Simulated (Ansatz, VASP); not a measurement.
**SiC (Moissanite 3C): VASP beside Ansatz**

Wanted: the spread between two codes on one cell, functional and k mesh. The cell is taken from a series of VASP runs on this material, whose earlier steps may have relaxed, scaled or displaced it; both programs get it as it stands.

Main program and level: Ansatz 0.2.0; plane waves, with VASP 6.6.1 beside it; relaxation of cell and atoms at r2SCAN with rVV10.

### 1. The starting structure

Symmetry: F-43m, No. 216, cubic system. Conventional cell: a = 4.352 Å, b = 4.352 Å, c = 4.352 Å, α = 90.00°, β = 90.00°, γ = 90.00°. Nearest to Si lie 4 C at 1.88 Å. C has 4 Si at 1.88 Å nearest. Farther neighbours are not listed.

### 2. Ansatz: relaxation of cell and atoms, r2SCAN with rVV10

Ansatz runs on its default PAW (the set named soft_2) files.

The relaxed volume is the usual yardstick between codes: its relative difference is about their pressure difference at one cell divided by the bulk modulus.

input.yaml

```yaml
crystal:
  lattice:
    - [0.0, 2.1758101538, 2.1758101538]
    - [2.1758101538, 0.0, 2.1758101538]
    - [2.1758101538, 2.1758101538, 0.0]
  atoms:
    - { symbol: Si, position: [0.0, 0.0, 0.0] }
    - { symbol: C, position: [0.75, 0.75, 0.75] }
hamiltonian:
  xc: r2scan
  pseudopotentials: { kind: paw }
  dispersion: rvv10
kpoints:
  mp_grid: { grid: [8, 8, 8] }
scf:
  occupations: { method: gaussian, width: 0.03 }
relax:
  f_tol: 0.01
  max_steps: 60
  cell: { stress_tol: 0.05 }
output:
  forces: true
  stress: true
```

Command:

```
> ansatz run input.yaml --threads 4 --pin off --max-ram 9216MiB --backend cpu --events-out ev --progress --plain --runs-dir out
```

Numbers of over 12 decimals in the logs are rounded to 6 here.

The program printed:

```text
Engine: ansatz 0.2.0, aarch64-unknown-linux-gnu
Pseudopotentials: kind: paw
Pseudopotential: Si, paw, valence charge 4, recommended cutoff 500 eV (meta_gga), Si.paw.azcp
Pseudopotential: C, paw, valence charge 4, recommended cutoff 500 eV (meta_gga), C.paw.azcp
Functional definition: r2SCAN+rVV10
  parameter k0 = 0.174
  parameter k1 = 0.065
  parameter a1 = 4.9479
  exchange = r2scan_x(k0 = k0, k1 = k1, a1 = a1)
  correlation = r2scan_c + rvv10(11.95, 0.0093)
Crystal: 2 atoms, lattice volume = 20.601 Å³
Basis set: ecut = 500 eV, 531 PW (Γ), exchange–correlation on 108×108×108 points (64 copies of the dense FFT grid, shifted against one another)
Bands: 8, of which v1, the nominal top of the filled ones, is band 4 counted from 1 (3 counted from 0)
Symmetry: 24 space group operations
Space group: F-43m (ITA 216), of the structure as read, at distance tolerance 2.7e-5 Å
k-points: 29 of 512 (time reversal used)
Non-local potential: Si, projectors of the file, l = 0: 2, l = 1: 2, l = 2: 2
Non-local potential: C, projectors of the file, l = 0: 2, l = 1: 2, l = 2: 1
PAW form: soft (Blöchl's): semilocal exchange-correlation on the pseudo side does not see the compensation charge
rVV10 density: all electrons in the spheres
PAW frozen core: Si, regenerated for the run's functional (the file was generated under x = pbe(κ = 0.804, μ = 0.219515), c = pbe(β = 0.066725))
PAW frozen core: C, regenerated for the run's functional (the file was generated under x = pbe(κ = 0.804, μ = 0.219515), c = pbe(β = 0.066725))
PAW one-centre angular grid: Si, 302 points (default); XC on 160 Gauss nodes
PAW one-centre angular grid: C, 302 points (default); XC on 239 of its mesh's 2573 points in the sphere
Initial density: superposition of atomic densities (neutral atoms: chi_scale 0, normalization atom), corrected by the library's trained network
Initial wavefunctions: pseudopotential atomic-orbital guess
Functional: x = r2scan, c = r2scan + rvv10(b = 11.95, C = 0.0093); τ floored in thin density (d = 2e-4 eV/Å³)
SCF iter   1: F=—  HF=-890.700101 eV  |F-HF|=—  |Δ(HF+E_count)|=         —  Δρ=5.78e-3  dr2=4.15e-3  dr2_τ=1.93e-1  ethr=1.77e-3  ⟨swp⟩=6.1  Hψ=1974  notcnv=0
preconditioner: auto → none  [insulator: Δε(μ)=1.612 eV  Ē_g=15.025 eV  σ=0.030 eV  W_gap=1.00  n_scr=0 (ndim 8)  ℏωp=23.1 eV  f_vac=0.000  D(μ)=0.00/eV (n_scr^D=0)  ε∞_Penn≈3.4]
SCF iter   2: F=—  HF=-890.744523 eV  |F-HF|=—  |Δ(HF+E_count)|=   4.44e-2  Δρ=3.94e-3  dr2=1.83e-3  dr2_τ=3.35e-5  ethr=5.19e-5  ⟨swp⟩=2.1  Hψ=699  notcnv=0
SCF iter   3: F=—  HF=-890.744558 eV  |F-HF|=—  |Δ(HF+E_count)|=   3.49e-5  Δρ=2.13e-3  dr2=1.06e-3  dr2_τ=3.41e-5  ethr=2.28e-5  ⟨swp⟩=2.0  Hψ=464  notcnv=0
SCF iter   4: F=—  HF=-890.744407 eV  |F-HF|=—  |Δ(HF+E_count)|=   1.51e-4  Δρ=6.62e-4  dr2=7.20e-5  dr2_τ=1.83e-6  ethr=1.33e-5  ⟨swp⟩=2.1  Hψ=336  notcnv=0
SCF iter   5: F=—  HF=-890.744409 eV  |F-HF|=—  |Δ(HF+E_count)|=   1.28e-6  Δρ=1.64e-4  dr2=4.99e-6  dr2_τ=5.76e-8  ethr=9.00e-7  ⟨swp⟩=2.0  Hψ=342  notcnv=0
SCF iter   6: F=-890.744409 eV  HF=-890.744409 eV  |F-HF|=8.89e-9  |Δ(HF+E_count)|=   9.55e-8  Δρ=2.15e-5  dr2=7.73e-8  dr2_τ=6.20e-10  ethr=1.25e-9  ⟨swp⟩=3.2  Hψ=926  notcnv=0
SCF 1 converged in 6 iterations: F = -890.744409 eV  dr2 = 7.73e-8
  greatest PAW one-centre occupation: 0.659 electrons in one spin orbital (limit 2), on the C atom at site 1 (counted from 0), in its partial waves of l = 0
relax step   1: F+E_penalty+E_count = -890.74440860 eV  Δ(F+E_penalty+E_count) = +0.000e0 eV  max|allowed force component| = 3.886e-16 eV/Å  Δτ_max = 0.0000 Å  P = +0.105 GPa  Ω = 20.601 Å³  (6 SCF iters, dr2 threshold 1.00e-7 eV, accepted)
[...]
relax step   2: F+E_penalty+E_count = -890.74441036 eV  Δ(F+E_penalty+E_count) = -1.761e-6 eV  max|allowed force component| = 7.170e-17 eV/Å  Δτ_max = 0.0000 Å  P = +0.048 GPa  Ω = 20.606 Å³  energy of the carried Pulay correction = -6.782e-7 eV  (3 SCF iters, dr2 threshold 2.75e-8 eV, accepted)
[...]
relax step   3: F+E_penalty+E_count = -890.74441036 eV  Δ(F+E_penalty+E_count) = -5.919e-10 eV  max|allowed force component| = 6.014e-17 eV/Å  Δτ_max = 0.0000 Å  P = +0.048 GPa  Ω = 20.606 Å³  stress off target by 4.79e-2 GPa  SCF on the basis re-selected at this cell (its energy is not comparable with the rows above)  (4 SCF iters)
basis re-selected at this cell: Δ(F+E_penalty+E_count) = -5.919e-10 eV, ΔP = +0.000 GPa vs the last step (what re-selecting the basis moved, of the pressure what is left beyond the Pulay correction that the steps carried, after the strain that the cell walked since its last selection, with what the two solves' SCF thresholds leave and, on support functions, any second-order correction that the steps lacked; it is no  [...]
SCF converged after 4 iterations
Free energy (F): -890.744410 eV
Harris-Foulkes:  -890.744410 eV  (|F-HF|=2.39e-12)
Internal energy: -890.744410 eV  (E = F + TS)
E sigma→0 (E₀):  -890.744410 eV
Fermi energy:    10.251332 eV
--- Per-component energies (eV) ---
  E_band       = 25.737038
  E_kinetic    = 136.100365
  E_local      = -103.178094  (includes V_loc(G=0)·N_el)
  E_nonlocal   = 50.372314
  E_hartree    = 32.331646
  E_xc         = -100.793906
  E_vxc        = -118.642974  (∫ρ·V_xc dr)
  E_paw        = -620.297768  (= ΣΔE_a)
  E_vpaw       = -9.147528  (= ΣTr[D̂ρ^β])
  E_aug_tail   = 0.000006  (compensation charges beyond the density's cutoff)
  E_vtau       = 5.569656  (kinetic-family band-sum trace: ∫τ·v_τ [+ j·A + Jᵃ·Aᵃ] dr)
  E_ewald      = -285.177766
  E_core_change = -0.101207  (= ΣΔE_core)
  E_smearing   = -0.000000  (= −TS)
  E_closure    = 0.000000  (closes the sum)
  Σ components = -890.744410   (vs F -890.744410, Δ=0.00e0)
--- Forces (eV/Å), atoms counted from 1 ---
  atom   1  Si     0.00000000     0.00000000     0.00000000
  atom   2  C      0.00000000    -0.00000000    -0.00000000
  max |Σ_I F_I| component: 7.40e-17 eV/Å
--- Stress (GPa, compression-positive) ---
        0.047857       0.000000      -0.000000
       -0.000000       0.047857       0.000000
       -0.000000       0.000000       0.047857
  P = ⅓ Tr σ = 0.0479 GPa (0.479 kbar)
--- Relaxed structure (2 steps of the walk, 2 accepted, 1 SCFs on fresh bases) ---
  F+E_penalty+E_count = -890.74441036 eV   max|allowed force component| = 6.014e-17 eV/Å   (the final SCF, on the basis selected at the relaxed cell)
  cell:  # Å, volume = 20.6063 Å³
    - [0, 2.175990, 2.175990]
    - [2.175990, 0, 2.175990]
    - [2.175990, 2.175990, 0]
  atoms:
    - { symbol: Si, position: [0, 0, 0] }
    - { symbol: C, position: [0.75, 0.75, 0.75] }
```

Elapsed: 1.9 s, on 4 threads of Arm Neoverse V2, shared host; peak memory 0.38 GiB.

### 3. VASP: relaxation of cell and atoms, r2SCAN with rVV10

The same cell, functional, mesh and smearing now go to VASP, with its own data sets and cutoff.

Lines of VASP's logs that name or quote its potential files are left out, and so is its time.

INCAR

```
SYSTEM = SiC
PREC = Accurate
ENCUT = 520
EDIFF = 1E-06
NELM = 100
ISMEAR = 0
SIGMA = 0.03
LREAL = .FALSE.
ALGO = Normal
METAGGA = R2SCAN
LUSE_VDW = .TRUE.
IVDW_NL = 2
BPARAM = 11.95
CPARAM = 0.0093
LASPH = .TRUE.
NBANDS = 10
LORBIT = 11
LWAVE = .FALSE.
LCHARG = .FALSE.
KPAR = 4
IBRION = 2
NSW = 50
ISIF = 3
EDIFFG = -0.006
```

POSCAR

```
SiC
1.0
    0.0000000000      2.1758101538      2.1758101538
    2.1758101538      0.0000000000      2.1758101538
    2.1758101538      2.1758101538      0.0000000000
Si C
1 1
Direct
    0.0000000000      0.0000000000      0.0000000000
    0.7500000000      0.7500000000      0.7500000000
```

KPOINTS

```
Automatic mesh
0
Gamma
8 8 8
0 0 0
```

Potentials, in the order of the species: Si and C (PBE family, release 64).

Command:

```
> mpirun -np 4 vasp_std
```

The program printed:

```text
[banner, memory and clock lines left out]
running    4 mpi-ranks, on    1 nodes
 distrk:  each k-point on    1 cores,    4 groups
 distr:  one band on    1 cores,    1 groups

 POSCAR found type information on POSCAR SiC
 POSCAR found :  2 types and       2 ions
|                                                                             |
|               ----> ADVICE to this user running VASP <----                  |
|                                                                             |
|     You have switched on vdW-DFT.                                           |
|     This routine was written and supplied by Jiri Klimes. We recommend      |
|     that you carefully read and cite the following publications:            |
|       J. Klimes, D.R. Bowler, A. Michelides                                 |
|          J. Phys.: Cond Matt. 22 022201 (2010)                              |
|       J. Klimes, D.R. Bowler, A. Michelides                                 |
|          Phys. Rev. B. 83, 195131 (2011)                                    |
|     and references therein.                                                 |
|                                                                             |

|                                                                             |
|               ----> ADVICE to this user running VASP <----                  |
|                                                                             |
|     You enforced a specific xc type in the INCAR file but a different       |
|     [... a line on the potential file left out ...]
|     I HOPE YOU KNOW WHAT YOU ARE DOING!                                     |
|                                                                             |

 LDA part: xc-table for (None), standard interpolation
 POSCAR, INCAR and KPOINTS ok, starting setup
 FFT: planning ... GRIDC
 FFT: planning ... GRID_SOFT
 FFT: planning ... GRID
 WAVECAR not read
 entering main loop
       N       E                     dE             d eps       ncg     rms          rms(c)
Total rVV10 correction in eV:      0.0732197     9.4144869
Total rVV10 correction in eV:      0.0732197     9.4144869
Total rVV10 correction in eV:      0.0732197     9.4144869
Total rVV10 correction in eV:      0.0732197     9.4144869
DAV:   1    -0.203891911202E-01   -0.20389E-01   -0.41385E+03   596   0.688E+02
DAV:   2    -0.215746444165E+02   -0.21554E+02   -0.20479E+02   748   0.119E+02
DAV:   3    -0.222188570509E+02   -0.64421E+00   -0.64330E+00   692   0.182E+01
DAV:   4    -0.222212877128E+02   -0.24307E-02   -0.24305E-02   662   0.139E+00
DAV:   5    -0.222212995743E+02   -0.11861E-04   -0.11861E-04   668   0.897E-02    0.924E+00
Total rVV10 correction in eV:      0.0881104     9.4144870
Total rVV10 correction in eV:      0.0881104     9.4144870
Total rVV10 correction in eV:      0.0881104     9.4144870
Total rVV10 correction in eV:      0.0881104     9.4144870
DAV:   6    -0.191872760453E+02    0.30340E+01   -0.51769E+00   650   0.116E+01    0.512E+00
Total rVV10 correction in eV:      0.0963635     9.4144870
Total rVV10 correction in eV:      0.0963635     9.4144870
Total rVV10 correction in eV:      0.0963635     9.4144870
Total rVV10 correction in eV:      0.0963635     9.4144870
DAV:   7    -0.192119631146E+02   -0.24687E-01   -0.50519E-01   740   0.444E+00    0.249E+00
Total rVV10 correction in eV:      0.1037930     9.4144870
Total rVV10 correction in eV:      0.1037930     9.4144870
Total rVV10 correction in eV:      0.1037930     9.4144870
Total rVV10 correction in eV:      0.1037930     9.4144870
DAV:   8    -0.192205747526E+02   -0.86116E-02   -0.20459E-02   608   0.120E+00    0.185E-01
Total rVV10 correction in eV:      0.1044070     9.4144870
Total rVV10 correction in eV:      0.1044070     9.4144870
Total rVV10 correction in eV:      0.1044070     9.4144870
Total rVV10 correction in eV:      0.1044070     9.4144870
DAV:   9    -0.192208476735E+02   -0.27292E-03   -0.29737E-04   750   0.175E-01    0.133E-01
Total rVV10 correction in eV:      0.1047810     9.4144870
Total rVV10 correction in eV:      0.1047810     9.4144870
Total rVV10 correction in eV:      0.1047810     9.4144870
Total rVV10 correction in eV:      0.1047810     9.4144870
DAV:  10    -0.192209221394E+02   -0.74466E-04   -0.66311E-05   602   0.823E-02    0.114E-02
Total rVV10 correction in eV:      0.1047936     9.4144870
Total rVV10 correction in eV:      0.1047936     9.4144870
Total rVV10 correction in eV:      0.1047936     9.4144870
Total rVV10 correction in eV:      0.1047936     9.4144870
DAV:  11    -0.192209214520E+02    0.68737E-06   -0.60035E-07   632   0.617E-03
Total rVV10 correction in eV:      0.1047952     9.4144870
Total rVV10 correction in eV:      0.1047952     9.4144870
Total rVV10 correction in eV:      0.1047952     9.4144870
Total rVV10 correction in eV:      0.1047952     9.4144870
Total rVV10 correction in eV:      0.1047952     9.4144870
Total rVV10 correction in eV:      0.1047952     9.4144870
Total rVV10 correction in eV:      0.1047952     9.4144870
Total rVV10 correction in eV:      0.1047952     9.4144870
   1 F= -.19220921E+02 E0= -.19220921E+02  d E =-.192209E+02
 curvature:   0.00 expect dE= 0.000E+00 dE for cont linesearch  0.000E+00
 trial: gam= 0.00000 g(F)=  0.109E-46 g(S)=  0.871E-06 ort = 0.000E+00 (trialstep = 0.100E+01)
 search vector abs. value=  0.871E-06
 reached required accuracy - stopping structural energy minimisation
```

Parts of OUTCAR (step 3):

```text
ion  position               nearest neighbor table
   1  0.000  0.000  0.000-   2 1.88   2 1.88   2 1.88   2 1.88
   2  0.750  0.750  0.750-   1 1.88   1 1.88   1 1.88   1 1.88

  LATTYP: Found a face centered cubic cell.
 ALAT       =     4.3516203076

 Subroutine GETGRP returns: Found 24 space group operations
 (whereof 24 operations were pure point group operations)

The static configuration has the point symmetry T_d .

 Found     29 irreducible k-points:

   k-points           NKPTS =     29   k-points in BZ     NKDIM =     29   number of bands    NBANDS=     10

   dimension x,y,z NGX =    24 NGY =   24 NGZ =   24
   dimension x,y,z NGXF=    48 NGYF=   48 NGZF=   48

   ENCUT  =  520.0 eV  38.22 Ry    6.18 a.u.   5.72  5.72  5.72*2*pi/ulx,y,z

   NELECT =       8.0000    total number of electrons

 k-points in reciprocal lattice and weights: Automatic mesh
   0.00000000  0.00000000  0.00000000       0.002
   0.12500000  0.00000000  0.00000000       0.016
   0.25000000  0.00000000  0.00000000       0.016
   0.37500000  0.00000000  0.00000000       0.016
   0.50000000  0.00000000  0.00000000       0.008
   0.12500000  0.12500000  0.00000000       0.012
   0.25000000  0.12500000  0.00000000       0.047
   0.37500000  0.12500000  0.00000000       0.047
   0.50000000  0.12500000  0.00000000       0.047
[...]
-0.37500000  0.50000000  0.12500000       0.023
  -0.25000000  0.50000000  0.25000000       0.012

 average (electrostatic) potential at core
       1 -83.2452       2 -46.6366

 E-fermi :   8.2597

 k-point     1 :       0.0000    0.0000    0.0000
  band No.  band energies     occupation
      1      -8.1946      2.00000
      2       8.0319      2.00000
      3       8.0319      2.00000
      4       8.0319      2.00000
      5      14.8965      0.00000
      6      15.9015      0.00000
      7      15.9015      0.00000
      8      15.9015      0.00000
      9      23.2584      0.00000
    ...

 k-point     2 :       0.1250    0.0000    0.0000
  band No.  band energies     occupation
      1      -7.8776      2.00000
      2       6.4830      2.00000
      3       7.8212      2.00000
      4       7.8212      2.00000
      5      15.1113      0.00000
      6      16.2767      0.00000
      7      16.2767      0.00000
      8      16.5416      0.00000
      9      22.0326      0.00000
    ...

 k-point     3 :       0.2500    0.0000    0.0000
  band No.  band energies     occupation
      1      -6.9531      2.00000
      2       3.5461      2.00000
      3       7.3950      2.00000
      4       7.3950      2.00000
      5      14.6118      0.00000
      6      16.5302      0.00000
      7      16.5302      0.00000
      8      18.2217      0.00000
      9      21.8983      0.00000
    ...

  Total       -0.0034693     -0.0034693     -0.0034693      0.0000000      0.0000000      0.0000000
  in kB       -0.2698086     -0.2698086     -0.2698086      0.0000000      0.0000000      0.0000000
  external PRESSURE =      -0.2698086 kB  Pullay stress =       0.0000000 kB

  energy-cutoff  :      520.00
  volume of cell :       20.60
      direct lattice vectors                 reciprocal lattice vectors
     0.000000000  2.175810154  2.175810154    -0.229799461  0.229799461  0.229799461
     2.175810154  0.000000000  2.175810154     0.229799461 -0.229799461  0.229799461
     2.175810154  2.175810154  0.000000000     0.229799461  0.229799461 -0.229799461

 POSITION                                       TOTAL-FORCE (eV/Angst)
 -----------------------------------------------------------------------------------
      0.00000      0.00000      0.00000         0.000000      0.000000     -0.000000
      3.26372      3.26372      3.26372        -0.000000     -0.000000      0.000000
 -----------------------------------------------------------------------------------
    total drift:                                0.000001      0.000001      0.000001

  FREE ENERGIE OF THE ION-ELECTRON SYSTEM (eV)
  ---------------------------------------------------
  free  energy   TOTEN  =       -19.2209214520 eV

  energy  without entropy=      -19.2209214520  energy(sigma->0) =      -19.22092145

 reached required accuracy - stopping structural energy minimisation

 total charge
# of ion       s       p       d       tot
------------------------------------------
    1        0.702   0.984   0.000   1.686
    2        0.850   1.716   0.000   2.566
--------------------------------------------------
tot          1.552   2.699   0.000   4.252

[... 3 further parts left out ...]
```

### 4. Differences

Known differences besides the potentials themselves: VASP keeps PBE cores, Ansatz makes them for the functional; both relaxations stop at a tolerance, which leaves soft axes loose, and VASP keeps its plane-wave basis; the cutoff is 500 eV in Ansatz and 520 eV in VASP; Ansatz adds a Pulay correction to the stress that steers its cell, VASP none. Total energies have different zeros and are not compared.

The two programs side by side:

```csv
quantity,Ansatz,VASP,difference
volume (Å³),20.61,20.60,+0.02 %
"edge a after relaxation, in the typed setting (Å)",3.077,3.077,+0.01 %
```

The walks stopped with 0.05 GPa left in Ansatz and -0.03 GPa in VASP; each walk ends within a tolerance, so the volume difference is uncertain by about these residues over the bulk modulus, most in soft cells.

### 5. Results

```yaml
difference_in_volume_relaxation_of_cell_and_atoms_r2scan_with_rvv10: 0.025 %
```

What this shows: The difference in volume is 0.025 % (relaxation of cell and atoms, r2SCAN with rVV10), within the 1.2 % picked in this series as the mark of a large difference, as far as the stopping tolerances let one tell. Such differences can come from data sets, numerical settings and the points named under the comparisons, not from the functional's error against experiment.

[Lines on the potential files, build, host, timing and source positions are cut from VASP's logs without a mark.]

[Logs are printed without paths, hosts, clocks, repeated set-up lines and the standing remarks that a program may print on its own settings, such as how far it seeks lower states.]

[Hosts, paths, dates, database ids (printed as entryN), source tags and the programs' standing remarks are cut or masked in the printed files.]
